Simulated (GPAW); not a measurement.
# Pb (Fm-3m) in GPAW: settings compared

The runs below take Pb through band structure, with PBE, PBEsol, LDA.

Program: GPAW 26.7.0. These are calculated values, not measurements. Logs are shortened: lines on timing, memory, paths and dates and some standing lists are left out, and cuts for length are marked. The log counts tension as positive stress, the text compression.

**1. Starting point**

The structure is cubic, space group Fm-3m (No. 225). Conventional cell: a = 4.950 Å, b = 4.950 Å, c = 4.950 Å, α = 90.00°, β = 90.00°, γ = 90.00°. Around Pb (site symmetry m-3m) lie 12 Pb at 3.50 Å.

**2. Band structure, PBE**

Contents of run.py:

```python
from ase.dft.bandgap import bandgap
from ase.io import write
from ase.spacegroup import crystal
from gpaw import GPAW

# Pb 4a
atoms = crystal(['Pb'],
                basis=[[0.0, 0.0, 0.0]],
                spacegroup=225, setting=1,  # Fm-3m
                cellpar=[4.95004, 4.95004, 4.95004, 90.0, 90.0, 90.0],
                primitive_cell=True)

calc = GPAW(mode='fd',
            h=0.2,
            xc='PBE',
            kpts={'size': (9, 9, 9), 'gamma': True},
            occupations={'name': 'fermi-dirac', 'width': 0.05},
            nbands=14,
            convergence={'density': 1e-05, 'energy': 1e-05},
            maxiter=150,
            txt='gpaw.txt')
atoms.calc = calc
energy = atoms.get_potential_energy()
forces = atoms.get_forces()
calc.write('gs.gpw')
write('result.traj', atoms)
print(f'Energy: {energy:.6f} eV')
print('Forces (eV/A):')
print(forces.round(4))
print('Fermi level:', round(calc.get_fermi_level(), 4), 'eV')
print(f'Gap: {bandgap(calc)[0]:.4f} eV, direct: {bandgap(calc, direct=True)[0]:.4f} eV')

path = atoms.cell.bandpath('GXWKGLUWLK,UX', npoints=100, eps=1e-4)
bs_calc = calc.fixed_density(kpts=path, symmetry='off', nbands=23,
                             convergence={'bands': 'CBM+6.0', 'eigenstates': 1e-6}, txt='bands.txt')
bs = bs_calc.band_structure()
bs.write('bs.json')
print(f'Gap on the path: {bandgap(bs_calc)[0]:.4f} eV')
```

Potentials or basis: GPAW PAW data sets (gpaw-data 1.2.1), fd.

Started as:

```bash
> OMP_NUM_THREADS=1 python run.py
```

gpaw.txt:

```text
__  _  _
 | _ |_)|_||  |
 |__||  | ||/\| - 26.7.0

Input parameters:
  mode=FD(),
  convergence={'density': 1e-05, 'energy': 1e-05},
  h=0.2,
  kpts=MonkhorstPack(size=(9, 9, 9), gamma=True),
  maxiter=150,
  nbands=14,
  occupations=Occupations(name='fermi-dirac', width=0.05),
  xc=XC(name='PBE')

Diagonalizing LCAO Hamiltonian
Converting LCAO to fd mode

       Pb

Atoms  # Å, Bohr magnetons
|   | symbol |        x |        y |        z |    initial magnetic moments |
|---|--------|----------|----------|----------|-----------------------------|
| 0 |     Pb | 0.000000 | 0.000000 | 0.000000 | ( 0.0000,  0.0000,  0.0000) |

Unit cell  # Å
| periodic |        x |        y |        z |  lengths |    angles |
|----------|----------|----------|----------|----------|-----------|
|      yes | 0.000000 | 2.475020 | 2.475020 | 3.500207 | 60.000000 |
|      yes | 2.475020 | 0.000000 | 2.475020 | 3.500207 | 60.000000 |
|      yes | 2.475020 | 2.475020 | 0.000000 | 3.500207 | 60.000000 |

Number of symmetries: 48
Symmetry operations  # r_c * U_cc + t_c -> r_c
|    | kind |            matrix            |
|----|------|------------------------------|
|  0 |  σ   |  1, 0, 0,  1, 0,-1,  1,-1, 0 |
|  1 |  C2  |  1, 0, 0,  1,-1, 0,  1, 0,-1 |
|  2 |  E   |  1, 0, 0,  0, 1, 0,  0, 0, 1 |
|  3 |  σ   |  1, 0, 0,  0, 0, 1,  0, 1, 0 |
|  4 |  C4  |  1, 0,-1,  1, 0, 0,  1,-1, 0 |
|  5 |  S6  |  1, 0,-1,  1,-1, 0,  1, 0, 0 |
|  6 |  σ   |  1, 0,-1,  0, 1,-1,  0, 0,-1 |
|  7 |  C3  |  1, 0,-1,  0, 0,-1,  0, 1,-1 |
|  8 |  S6  |  1,-1, 0,  1, 0, 0,  1, 0,-1 |
|  9 |  C4  |  1,-1, 0,  1, 0,-1,  1, 0, 0 |
| 10 |  C3  |  1,-1, 0,  0,-1, 1,  0,-1, 0 |
| 11 |  σ   |  1,-1, 0,  0,-1, 0,  0,-1, 1 |
| 12 |  σ   |  0, 1, 0,  1, 0, 0,  0, 0, 1 |
| 13 |  C4  |  0, 1, 0,  0, 1,-1, -1, 1, 0 |
| 14 |  C3  |  0, 1, 0,  0, 0, 1,  1, 0, 0 |
| 15 |  S6  |  0, 1, 0, -1, 1, 0,  0, 1,-1 |
| 16 |  C2  |  0, 1,-1,  1, 0,-1,  0, 0,-1 |
| 17 |  σ   |  0, 1,-1,  0, 1, 0, -1, 1, 0 |
| 18 |  S4  |  0, 1,-1,  0, 0,-1,  1, 0,-1 |
| 19 |  C4  |  0, 1,-1, -1, 1, 0,  0, 1, 0 |
| 20 |  C3  |  0, 0, 1,  1, 0, 0,  0, 1, 0 |
| 21 |  σ   |  0, 0, 1,  0, 1, 0,  1, 0, 0 |
| 22 |  S6  |  0, 0, 1,  0,-1, 1, -1, 0, 1 |
| 23 |  C4  |  0, 0, 1, -1, 0, 1,  0,-1, 1 |
| 24 |  S4  |  0, 0,-1,  1, 0,-1,  0, 1,-1 |
| 25 |  C3  |  0, 0,-1,  0, 1,-1,  1, 0,-1 |
| 26 |  C2  |  0, 0,-1,  0,-1, 0, -1, 0, 0 |
| 27 |  S6  |  0, 0,-1, -1, 0, 0,  0,-1, 0 |
| 28 |  S4  |  0,-1, 1,  1,-1, 0,  0,-1, 0 |
| 29 |  C4  |  0,-1, 1,  0, 0, 1, -1, 0, 1 |
| 30 |  C2  |  0,-1, 1,  0,-1, 0,  1,-1, 0 |
| 31 |  σ   |  0,-1, 1, -1, 0, 1,  0, 0, 1 |
| 32 |  C3  |  0,-1, 0,  1,-1, 0,  0,-1, 1 |
| 33 |  S6  |  0,-1, 0,  0, 0,-1, -1, 0, 0 |
| 34 |  S4  |  0,-1, 0,  0,-1, 1,  1,-1, 0 |
| 35 |  C2  |  0,-1, 0, -1, 0, 0,  0, 0,-1 |
| 36 |  C2  | -1, 1, 0,  0, 1, 0,  0, 1,-1 |
| 37 |  S6  | -1, 1, 0,  0, 1,-1,  0, 1, 0 |
| 38 |  S4  | -1, 1, 0, -1, 0, 1, -1, 0, 0 |
| 39 |  C3  | -1, 1, 0, -1, 0, 0, -1, 0, 1 |
| 40 |  S6  | -1, 0, 1,  0, 0, 1,  0,-1, 1 |
| 41 |  C2  | -1, 0, 1,  0,-1, 1,  0, 0, 1 |
| 42 |  C3  | -1, 0, 1, -1, 1, 0, -1, 0, 0 |
| 43 |  S4  | -1, 0, 1, -1, 0, 0, -1, 1, 0 |
| 44 |  C2  | -1, 0, 0,  0, 0,-1,  0,-1, 0 |
| 45 |  i   | -1, 0, 0,  0,-1, 0,  0, 0,-1 |
| 46 |  σ   | -1, 0, 0, -1, 1, 0, -1, 0, 1 |
| 47 |  C2  | -1, 0, 0, -1, 0, 1, -1, 1, 0 |

BZ-sampling:
  Number of BZ points: 729
  Number of IBZ points: 35

  Monkhorst-Pack size: [9, 9, 9]
  Monkhorst-Pack shift: [0, 0, 0]

K-points  # in reciprocal-cell coordinates
|     |                                coordinates |     weight |
|-----|--------------------------------------------|------------|
|   0 | (  0.00000000,   0.00000000,   0.00000000) | 0.00137174 |
|   1 | (  0.11111111,   0.11111111,   0.00000000) | 0.00823045 |
|   2 | (  0.11111111,   0.11111111,   0.11111111) | 0.01097394 |
|   3 | (  0.22222222,   0.11111111,   0.11111111) | 0.01646091 |
|   4 | (  0.22222222,   0.22222222,   0.00000000) | 0.00823045 |
|   5 | (  0.22222222,   0.22222222,   0.11111111) | 0.03292181 |
|   6 | (  0.22222222,   0.22222222,   0.22222222) | 0.01097394 |
|   7 | (  0.33333333,   0.22222222,   0.11111111) | 0.03292181 |
|   8 | (  0.33333333,   0.22222222,   0.22222222) | 0.03292181 |
|   9 | (  0.33333333,   0.33333333,  -0.33333333) | 0.01646091 |
| ... |                                            |            |
|  34 | (  0.44444444,   0.44444444,   0.44444444) | 0.01097394 |

Uniform wave function grid shape: (np.int64(16), np.int64(16), np.int64(16))
Spin-components: 1 (collinear spins)
Bands:           14
Projectors:      6
Spin-degeneracy: 2
Datatype:        complex128

Parallelization:
  kpt:    1
  domain: 1
  band:   1

Density:
  Valence electrons: 14.0
  Components: 1
  Grid points: [16 16 16]
  Charge: 0.0  # |e|

Potential:
  Grid points: [16 16 16]

species:
  Pb:
    name:    Lead
    Z:       82.0
    valence: 14
    core:    68
    charge:  0.0  # [|e|]
    compensation charges:
      type: gauss
      rc: 0.38  # [Å]
      lmax: 2
    cutoffs:
      filter: 2.36  # [Å]
      core: 2.43  # [Å]
    projectors
    | kind |    occ | energy [eV] | rcut [Å] |
    |------|--------|-------------|----------|
    |   6s |  2.000 |     -11.969 |    1.259 |
    |   6p |  2.000 |      -3.506 |    1.275 |
    |   5d | 10.000 |     -21.211 |    1.217 |
    |    s |        |      15.243 |    1.259 |
    |    p |        |      23.705 |    1.275 |
    |    d |        |       6.001 |    1.217 |

    Using partial waves for Pb as LCAO basis

Reference energy: -567274.463364  # eV

eigensolver:
  PPCG
  Converge bands: occupied
  niter=2

density mixing:
  MSR1-Mixer
  Pratt-step length: 0.05
  Maximum mixing coefficient: 0.75
  Old densities: 10
  SVD Regularization: 0.005
  Good broyden scale: 1.0
  Trust region scale: 1.0
  Backstep threshold: 4.0
  History deletion threshold: 6.0
  Fourier metric: weight=20.0, sigma=0.015

occupation numbers:
  Fermi-Dirac:
    width: 0.0500  # eV

FastPoissonSolver using
    Stencil: 12*3+1=37 point O(h^6) finite-difference Laplacian
    FFT axes: [np.int64(0), np.int64(1), np.int64(2)]
    FST axes: []

xc functional:
  name: PBE with 2 nearest neighbor stencil
interpolation: tri-quintic # 5. degree polynomial

convergence criteria:
- Maximum integral of absolute [dens]ity change: 1e-05 electrons / valence electron
- Maximum [total energy] change in last 3 cyles: 1e-05 eV / valence electron
- Maximum integral of absolute [eigenst]ate change: 4e-08 eV^2 / valence electron
maximum number of iterations: 150

SCF iterations
|iter     | |      energy | eigst |  dens |
|---------|-|-------------|-------|-------|
|iter:   1| |   -3.897172 | +0.23 |       |
|iter:   2| |   -3.905005 | -1.28 | -1.79 |
|iter:   3| |   -3.893433 | -1.88 | -1.82 |
|iter:   4| |   -3.893446 | -2.91 | -2.27 |
|iter:   5| |   -3.893519c| -3.66 | -2.67 |
|iter:   6| |   -3.893524c| -4.59 | -3.69 |
|iter:   7| |   -3.893525c| -5.31 | -4.26 |
|iter:   8| |   -3.893525c| -6.06 | -4.66 |
|iter:   9| |   -3.893525c| -6.73 | -5.02c|
|iter:  10| |   -3.893525c| -7.44c| -5.61c|

Converged in 10 steps
Energy contributions relative to reference atoms: (reference = -567274.463364)

Energy contributions:
  Kinetic:           8.606983
  Coulomb:          -8.740529
  Zero:              0.085182
  External:          0.000000
  Xc:               -3.843602
  Entropy:          -0.003119
  Spinorbit:         0.000000
  ----------------------------
  Free energy:      -3.895084
  Extrapolated:     -3.893525

dipole moment: (-20.914118, -20.914118, -20.914118)  # |e|*Ang

Fermi level: 7.462
Eigenvalues  # (at kpt = [0.000, 0.000, 0.000])
| band index |      eig [eV] | occ [0-2] |
|------------|---------------|-----------|
|          0 |        -9.454 |     2.000 |
|          1 |        -9.454 |     2.000 |
|          2 |        -9.451 |     2.000 |
|          3 |        -9.310 |     2.000 |
|          4 |        -9.310 |     2.000 |
|          5 |        -4.077 |     2.000 |
|          6 |        15.003 |     0.000 |
|          7 |        15.004 |     0.000 |
|          8 |        15.004 |     0.000 |
|          9 |        17.447 |     0.000 |
|         10 |        19.049 |     0.000 |
|         11 |        20.090 |     0.000 |
|         12 |        20.146 |     0.000 |
|         13 |        20.203 |     0.000 |

No gap
No difference between direct/indirect transitions

Forces  # eV/Ang
|       x |       y |       z |
|---------|---------|---------|
| 0.00000 | 0.00000 | 0.00000 |  # Pb   0

# Writing to gs.gpw (mode='')
```

Run time: 85 s. Hardware: 1 thread of Arm Neoverse V2, shared host; peak memory 0.47 GiB.

Results:

```
Free energy             : -3.8951 eV
Band gap along the path : none (metal or under the smearing width)
```

Levels at the corners of the path, in eV from the Fermi level:
```tsv
point	band 3	band 4	band 5	band 6	band 7	band 8	band 9	band 10
Γ	-16.91	-16.77	-16.77	-11.54	7.54	7.54	7.54	9.99
X	-16.65	-16.61	-16.61	-6.47	-3.13	2.18	2.18	5.56
W	-16.85	-16.73	-16.61	-6.36	-1.23	-1.23	0.41	11.00
K	-16.71	-16.71	-16.65	-6.55	-2.14	-1.08	3.11	6.64
Γ	-16.91	-16.77	-16.77	-11.54	7.54	7.54	7.54	9.99
L	-16.90	-16.64	-16.64	-7.89	-4.06	5.71	5.71	9.45
U	-16.71	-16.71	-16.65	-6.55	-2.14	-1.08	3.11	6.64
W	-16.85	-16.73	-16.61	-6.36	-1.23	-1.23	0.41	11.00
L	-16.90	-16.64	-16.64	-7.89	-4.06	5.71	5.71	9.45
K	-16.71	-16.71	-16.65	-6.55	-2.14	-1.08	3.11	6.64
U	-16.71	-16.71	-16.65	-6.55	-2.14	-1.08	3.11	6.64
X	-16.65	-16.61	-16.61	-6.47	-3.13	2.18	2.18	5.56
```

Caveat: the real-space grid adds noise to forces; spin-orbit coupling is left out, which moves the levels of the heavy elements.

[end of part 1 of 2]
